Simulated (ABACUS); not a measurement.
# PbS (R3m) in ABACUS: equation of state

Aim: energy against volume of PbS in PBE, for its equilibrium volume and stiffness.

All numbers are computed with ABACUS 3.10.1; they aren't measurements. Logs are shortened: lines on timing, memory, paths and dates and some standing lists are left out, and cuts for length are marked.

## 1. The structure

Symmetry: R3m, No. 160, trigonal system. The conventional cell has a = 4.225 Å, b = 4.225 Å, c = 10.356 Å, α = 90.00°, β = 90.00°, γ = 120.00°. Around Pb (site symmetry 3m) lie 6 S at 2.96 to 3.02 Å. S (site symmetry 3m) is surrounded by 6 Pb at 2.96 to 3.02 Å.

The cell is a database's computed one.

## 2. Equation of state, PBE, 25.08 Å³/atom (volume scaled by 0.94)

Contents of INPUT:

```
INPUT_PARAMETERS
suffix              PbS
calculation         scf
basis_type          pw
pseudo_dir          ./
symmetry            1
dft_functional      pbe
ecutwfc             63
pseudo_rcut         10
nspin               1
nbands              14
ks_solver           dav
smearing_method     fd
smearing_sigma      0.00367493
scf_thr             1e-08
scf_nmax            100
mixing_type         broyden
mixing_beta         0.7
cal_force           1
cal_stress          1
kpar                4
```

Contents of STRU:

```
ATOMIC_SPECIES
Pb 207.2000 Pb.upf
S 32.0600 S.upf

LATTICE_CONSTANT
1.8897261246

LATTICE_VECTORS
2.0695340594 1.1948460463 3.3814492087
-2.0695340594 1.1948460463 3.3814492087
0.0000000000 -2.3896920926 3.3814492087

ATOMIC_POSITIONS
Direct

Pb
0.0
1
0.9805657800 0.9805657800 0.9805657800 1 1 1

S
0.0
1
0.4750355500 0.4750355500 0.4750355500 1 1 1
```

Contents of KPT:

```
K_POINTS
0
Gamma
8 8 8 0 0 0
```

Potentials or basis: PseudoDojo NC SR 0.4.1 PBE standard, plane waves.

Started as:

```sh
$ OMP_NUM_THREADS=1 mpirun -np 4 abacus > log
```

running log:

```text
ABACUS v3.10.1

               Atomic-orbital Based Ab-initio Computation at UStc

 ------------------------------------------------------------------------------------

 READING GENERAL INFORMATION
                           global_out_dir = OUT.PbS/
                           global_in_card = INPUT
                               pseudo_dir = ./
                              orbital_dir =
                                    DSIZE = 4
                                    GSIZE = 1

 READING UNITCELL INFORMATION
                                    ntype = 2
                  lattice constant (Bohr) = 1.88973
              lattice constant (Angstrom) = 1

 READING ATOM TYPE 1
                               atom label = Pb
                      L=0, number of zeta = 1
                      L=1, number of zeta = 1
                      L=2, number of zeta = 1
             number of atom for this type = 1

 READING ATOM TYPE 2
                               atom label = S
                      L=0, number of zeta = 1
                      L=1, number of zeta = 1
                      L=2, number of zeta = 1
             number of atom for this type = 1

                        TOTAL ATOM NUMBER = 2
DIRECT COORDINATES
    atom                   x                   y                   z     mag                  vx                  vy                  vz
taud_Pb1            0.9805657800        0.9805657800        0.9805657800  0.0000        0.0000000000        0.0000000000        0.0000000000
taud_S1            0.4750355500        0.4750355500        0.4750355500  0.0000        0.0000000000        0.0000000000        0.0000000000

                          Volume (Bohr^3) = 338.56
                             Volume (A^3) = 50.1693

 Lattice vectors: (Cartesian coordinate: in unit of a_0)
             +2.06953            +1.19485            +3.38145
             -2.06953            +1.19485            +3.38145
                   +0            -2.38969            +3.38145
 Reciprocal vectors: (Cartesian coordinate: in unit of 2 pi/a_0)
              +0.2416           +0.139488          +0.0985771
              -0.2416           +0.139488          +0.0985771
                   +0           -0.278976          +0.0985771
 The esolver type has been set to : ksdft_pw

                PAO radial cut off (Bohr) = 10

 Read in pseudopotential file is Pb.upf
                     pseudopotential type = NC
          exchange-correlation functional = PBE
                 nonlocal core correction = 1
                        valence electrons = 14
                                     lmax = 2
                           number of zeta = 3
                     number of projectors = 6
                           L of projector = 0
[... 5 lines left out ...]
                PAO radial cut off (Bohr) = 10

 Read in pseudopotential file is S.upf
                     pseudopotential type = NC
          exchange-correlation functional = PBE
                 nonlocal core correction = 1
                        valence electrons = 6
                                     lmax = 2
                           number of zeta = 2
                     number of projectors = 6
                           L of projector = 0
                           L of projector = 0
                           L of projector = 1
                           L of projector = 1
                           L of projector = 2
                           L of projector = 2
     initial pseudo atomic orbital number = 13

 SETUP THE ELECTRONS NUMBER
            electron number of element Pb = 14
      total electron number of element Pb = 14
             electron number of element S = 6
       total electron number of element S = 6
            AUTOSET number of electrons:  = 20
                           occupied bands = 10
                                   NBANDS = 14
                                   NLOCAL = 18

%%%%%%%%%%%%%%%%%%%%%%%%%%%%%%%%%%%%%%%%%%%%%%%%%%%%%%%%%%%%%%%%%%%%%%%%%%%%%%%%%%%%%%%%%%%%%%%%%%%%%%%%%%
 Warning: the number of valence electrons in pseudopotential > 4 for Pb: [Xe] 4f14 5d10 6s2 6p2
 Pseudopotentials with additional electrons can yield (more) accurate outcomes, but may be less efficient.
 If you're confident that your chosen pseudopotential is appropriate, you can safely ignore this warning.
%%%%%%%%%%%%%%%%%%%%%%%%%%%%%%%%%%%%%%%%%%%%%%%%%%%%%%%%%%%%%%%%%%%%%%%%%%%%%%%%%%%%%%%%%%%%%%%%%%%%%%%%%%

 SETUP THE PLANE WAVE BASIS
 energy cutoff for charge/potential (unit:Ry) = 252
            fft grid for charge/potential = [ 40, 40, 40 ]
                        fft grid division = [ 1, 1, 1 ]
        big fft grid for charge/potential = [ 40, 40, 40 ]
                                     nbxx = 64000
                                     nrxx = 64000

 SETUP PLANE WAVES FOR CHARGE/POTENTIAL
                    number of plane waves = 22995
                         number of sticks = 1069

 PARALLEL PW FOR CHARGE/POTENTIAL
     PROC   COLUMNS(POT)             PW
[... 74 lines left out ...]
                       right hand lattice = 1
                        ROTATION MATRICES = 12
                               nkstot_ibz = 65
K-POINTS REDUCTION ACCORDING TO SYMMETRY
     IBZ    DIRECT_X    DIRECT_Y    DIRECT_Z  WEIGHT  ibz2bz
       1  0.00000000  0.00000000  0.00000000  0.0020       0
       2  0.12500000  0.00000000  0.00000000  0.0117       1
       3  0.25000000  0.00000000  0.00000000  0.0117       2
       4  0.37500000  0.00000000  0.00000000  0.0117       3
       5  0.50000000  0.00000000  0.00000000  0.0059       4
       6  0.12500000  0.12500000  0.00000000  0.0117       9
[... 22 lines left out ...]
      29  0.25000000  0.25000000  0.12500000  0.0117      82
      30  0.37500000  0.25000000  0.12500000  0.0234      83
[... 35 further k points ...]

                               nkstot now = 65
[... K-POINTS DIRECT COORDINATES: 65 rows ...]

           k-point number in this process = 17
       minimum distributed K point number = 16
[... stars of the k points ...]

[... K-POINTS CARTESIAN COORDINATES: 17 rows ...]

[... K-POINTS DIRECT COORDINATES: 17 rows ...]

 SETUP PLANE WAVES FOR WAVE FUNCTIONS
     energy cutoff for wavefunc (unit:Ry) = 63
              fft grid for wave functions = [ 40, 40, 40 ]
                    number of plane waves = 3479
                         number of sticks = 301

 PARALLEL PW FOR WAVE FUNCTIONS
     PROC   COLUMNS(POT)             PW
        1            301           3479
 --------------- sum -------------------
        1            301           3479

 SETUP NONLOCAL PSEUDOPOTENTIALS IN PLANE WAVE BASIS
 Pb non-local projectors:
 projector 1 L=0
 projector 2 L=0
 projector 3 L=1
 projector 4 L=1
 projector 5 L=2
 projector 6 L=2
 S non-local projectors:
 projector 1 L=0
 projector 2 L=0
 projector 3 L=1
 projector 4 L=1
 projector 5 L=2
 projector 6 L=2
      TOTAL NUMBER OF NONLOCAL PROJECTORS = 36

 Init Non-Local PseudoPotential table :
 Init Non-Local-Pseudopotential done.

                                     npwx = 2884

 Make real space PAO into reciprocal space.
       max mesh points in Pseudopotential = 1001
     dq(describe PAO in reciprocal space) = 0.01
                                    max q = 957

 number of pseudo atomic orbitals for Pb is 3
WARNING: norm of atomic wavefunction # 3 of atomic type Pb is 0.999464, renormalized

 number of pseudo atomic orbitals for S is 2
WARNING: norm of atomic wavefunction # 2 of atomic type S is 0.999996, renormalized

 -------------------------------------------
 SELF-CONSISTENT
 -------------------------------------------
                                 init_chg = atomic

 PW ALGORITHM --------------- ION=   1  ELEC=   1--------------------------------
 Notice: Threshold on eigenvalues was too large.
 hsover_error=0.2 > DRHO=0.119816
 Origin diag ethr = 0.01
 New diag ethr = 0.000599082

 Density error is 0.117335201107
                          Error Threshold = 0.000599082298855
----------------------------------------------------------
     Energy           Rydberg                 eV
----------------------------------------------------------
 E_KohnSham     -162.8764286959      -2216.0475001545
 E_Harris       -163.3878291396      -2223.0054601484
 E_Fermi        0.6720213902         9.1433200851
----------------------------------------------------------
[... 75 lines left out ...]
 Density error is 3.50619642043e-09
                          Error Threshold = 1.86443784941e-10
----------------------------------------------------------
     Energy           Rydberg                 eV
----------------------------------------------------------
 E_KohnSham     -162.9145270029      -2216.5658542145
 E_KS(sigma->0) -162.9145131378      -2216.5656655700
 E_Harris       -162.9149200421      -2216.5712017864
 E_band         -2.9188337142        -39.7127700275
 E_one_elec     -33.6395097635       -457.6890107102
 E_Hartree      29.7849532919        405.2450794339
 E_xc           -46.3815896727       -631.0539018468
 E_Ewald        -112.6783531284      -1533.0676438023
 E_entropy(-TS) -0.0000277302        -0.0003772890
 E_descf        0.0000000000         0.0000000000
 E_exx          0.0000000000         0.0000000000
 E_Fermi        0.6986944778         9.5062260597
----------------------------------------------------------

 charge density convergence is achieved
 final etot is -2216.5658542 eV
 EFERMI = 9.5062260597 eV

 STATE ENERGY(eV) AND OCCUPATIONS    NSPIN == 1
 1/17 kpoint (Cartesian) = 0.0000 0.0000 0.0000 (2837 pws)
       1       -7.53111     0.00390625
       2       -7.53077     0.00390625
       3       -7.53077     0.00390625
       4       -7.51420     0.00390625
       5       -7.51420     0.00390625
       6       -4.61630     0.00390625
       7        3.38403     0.00390625
       8        6.98427     0.00390625
       9        6.98427     0.00390625
      10        6.98810     0.00390625
      11        14.6314    1.18935e-47
      12        14.6648    6.09378e-48
      13        14.6648    6.09378e-48
      14        15.9666    3.00643e-59
[... 66 lines left out ...]
       1       -7.53531      0.0234375
       2       -7.52965      0.0234375
       3       -7.52098      0.0234375
       4       -7.52090      0.0234375
       5       -7.50980      0.0234375
       6       -4.42430      0.0234375
       7        2.80269      0.0234375
       8        6.77435      0.0234375
       9        6.77588      0.0234375
      10        7.86495      0.0234375
      11        12.3994    1.73738e-27
      12        14.2526    1.39239e-43
      13        14.2797    8.09560e-44
      14        15.0429    1.90065e-50

[... levels at 11 further k points ...]

------------------------------------------------------------------------------------------
 TOTAL-FORCE (eV/Angstrom)
------------------------------------------------------------------------------------------
                       Pb1         0.0000000000         0.0000000000        -0.0582479570
                        S1         0.0000000000         0.0000000000         0.0582479570
------------------------------------------------------------------------------------------

----------------------------------------------------------------
 TOTAL-STRESS (KBAR)
----------------------------------------------------------------
        49.1215032987         0.0000000000         0.0000000000
         0.0000000000        49.1215032980        -0.0000000000
        -0.0000000000        -0.0000000000        49.0953727346
----------------------------------------------------------------
 TOTAL-PRESSURE: 49.112793 KBAR

 --------------------------------------------
 !FINAL_ETOT_IS -2216.5658542144810781 eV
 --------------------------------------------
```

It took 19 s on 4 MPI ranks of Intel Xeon Platinum 8488C (Sapphire Rapids), shared host; peak memory 0.32 GiB.

Results:

- Free energy: -2216.5659 eV
- Pressure: 4.9 GPa
- Largest force: 0.058 eV/Å
- Band gap on the k mesh: 0.24 eV, direct

Caveat: spin-orbit coupling is left out, which as a rule narrows the gap of such compounds by several tenths of an eV.

## 3. Equation of state, PBE, 25.62 Å³/atom (volume scaled by 0.96)

INPUT is that of step 2.

STRU, as its differences from that of step 2:

```diff
@@ -8,5 +8,5 @@
 LATTICE_VECTORS
-2.0695340594 1.1948460463 3.3814492087
--2.0695340594 1.1948460463 3.3814492087
-0.0000000000 -2.3896920926 3.3814492087
+2.0841087231 1.2032607323 3.4052630159
+-2.0841087231 1.2032607323 3.4052630159
+0.0000000000 -2.4065214646 3.4052630159
```

KPT is that of step 2.

Potentials or basis: PseudoDojo NC SR 0.4.1 PBE standard, plane waves.

Started as:

```sh
$ OMP_NUM_THREADS=1 mpirun -np 4 abacus > log
```

It took 15 s on 4 MPI ranks of Intel Xeon Platinum 8488C (Sapphire Rapids), shared host; peak memory 0.32 GiB.

The run converged. Its results:

```
Free energy            : -2216.5937 eV
Pressure               : 3.4 GPa
Largest force          : 0.046 eV/Å
Band gap on the k mesh : 0.32 eV, direct
```

Caveat: spin-orbit coupling is left out, which as a rule narrows the gap of such compounds by several tenths of an eV.

(Continued in part 2 of 2.)
